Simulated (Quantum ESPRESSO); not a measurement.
# TaN: zone-centre phonons under several settings

```xyz
2
Lattice="0.0000 2.2113 2.2113 2.2113 0.0000 2.2113 2.2113 2.2113 0.0000" Properties=species:S:1:pos:R:3 pbc="T T T"
Ta    2.2113    2.2113    2.2113
N     0.0000    0.0000    0.0000
```

The cell comes from a database or a generator and needn't be the stable form of this composition.

All runs used Quantum ESPRESSO 7.5; potentials JTH 2.0 PBE; k mesh 10 × 10 × 10; relaxed cell; no spin polarisation; cutoff 707 eV; occupations cold, width 0.2 eV.

```tsv
level	volume (Å³/atom)	pressure (GPa)	lowest optical mode without the field (cm⁻¹)
PBE	10.75	0.0	374
PBE+D2	10.39	-0.1	415
PBE+D3(BJ)	?	-0.1	?
rPW86PBE+rVV10	11.02	0.1	370
rev-vdW-DF2	10.62	-0.1	396
```

Task: What stands in the row left open?

Result: Volume 10.52 Å³/atom; lowest optical mode without the field 401 cm⁻¹.

Caveats: pairwise dispersion overbinds metals, which lowers pressure and volume (some runs); the potentials were made for another functional, which shifts forces and pressure (some runs).

For the row left open. Caveat: pairwise dispersion overbinds metals, which lowers pressure and volume.
